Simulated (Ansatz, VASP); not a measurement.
**One calculation of Sn, two programs**

```
CELL_PARAMETERS angstrom
-2.97295 2.97295 1.60688
2.97295 -2.97295 1.60688
2.97295 2.97295 -1.60688
ATOMIC_POSITIONS crystal
Sn 0.00000 0.00000 0.00000
Sn 0.75000 0.25000 0.50000
```

Alike in both runs: task relaxation of cell and atoms; functional PBE; dispersion D3(BJ); k mesh 16 × 16 × 16; occupations gaussian, width 0.1 eV; no spin polarisation.

```csv
,VASP,Ansatz
version,VASP 6.6.1,Ansatz 0.2.0
potentials or method,"VASP PAW PBE potentials, release 64 (Sn_d)","scalar-relativistic, plane waves, PAW"
plane-wave cutoff (eV),600,420
valence electrons in the cell,28,28
```

VASP gave:

* gap on the k mesh at the Fermi level, each at its own relaxed structure (eV): none
* relaxed volume (Å³/atom): 27.19
* relaxed cell length with the largest relative difference (Å): 4.438
* energy change over the relaxation (meV/atom): -8

Question: Which values does Ansatz return?

Answer: gap on the k mesh at the Fermi level, each at its own relaxed structure (eV): none; relaxed volume (Å³/atom): 27.20; relaxed cell length with the largest relative difference (Å): 4.437; energy change over the relaxation (meV/atom): -8.

A gap of «none» marks a metal or a gap that the smearing closes.

Caveats: pairwise dispersion overbinds metals, which lowers pressure and volume.
